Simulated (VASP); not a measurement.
The system is Li.

```
CELL_PARAMETERS angstrom
3.47000 0.00000 0.00000
0.00000 3.47000 0.00000
0.00000 0.00000 3.47000
ATOMIC_POSITIONS crystal
Li 0.00000 0.00000 0.00000
Li 0.50000 0.50000 0.50000
```

The cell was built by a generator and needn't be a form met in nature.

* Program: VASP 6.6.1
* Task: relaxation of cell and atoms
* Functional: LDA
* Potentials or basis: VASP PAW LDA potentials, release 64 (Li_sv)
* Cutoff: 600 eV
* k mesh: 20 × 20 × 20
* Occupations: methfessel-paxton, width 0.1 eV
* Spin: no spin polarisation

At the start: pressure -1.3 GPa; volume 20.89 Å³/atom.

Question: Where does the relaxation end?

Answer: Over 4 steps the energy falls by 9.8 meV/atom and the volume is 18.74 Å³/atom (-10.3 %); space group Im-3m (No. 229, to 0.05 Å).

The path:
```csv
step,energy change (eV),largest force (eV/Å),pressure (GPa),volume (Å³)
1,0.0000,0.0000,-1.35,41.78
2,-0.0080,0.0000,-1.10,40.73
3,-0.0195,0.0000,-0.08,37.68
4,-0.0196,0.0000,-0.01,37.47
```

Final structure:
```
CELL_PARAMETERS angstrom
3.34628 0.00000 0.00000
0.00000 3.34628 0.00000
0.00000 0.00000 3.34628
ATOMIC_POSITIONS crystal
Li 0.00000 0.00000 0.00000
Li 0.50000 0.50000 0.50000
```

Caveat: the cutoff is under 1.25 times the usual one of these potentials, so pressure, stress and relaxed cells hold a basis-set (Pulay) error.
